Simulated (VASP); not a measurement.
```
CELL_PARAMETERS angstrom
      0.00000     3.04729     3.04729
      3.04729     0.00000     3.04729
      3.04729     3.04729     0.00000
ATOMIC_POSITIONS crystal
  Al 0.00000 0.00000 0.00000
  Sb 0.25000 0.25000 0.25000
```

The numbers are results of optB88-vdW, VASP's PBE PAW potentials (set 64) (plane waves; VASP), not measurements. Run with 520 eV cut-off, 7×7×7 Γ-centred mesh, Gaussian smearing of 0.050 eV, potentials Al Sb.

Problem. Estimate the energy per atom (σ→0), pressure.

Solution. 
```json
{
 "energy per atom (σ→0)": "-2.422 eV/atom",
 "pressure": "3.58 GPa"
}
```

The compound is AlSb in the zinc blende structure. This cell is one point of a volume scan, at 0.94 of the reference volume.
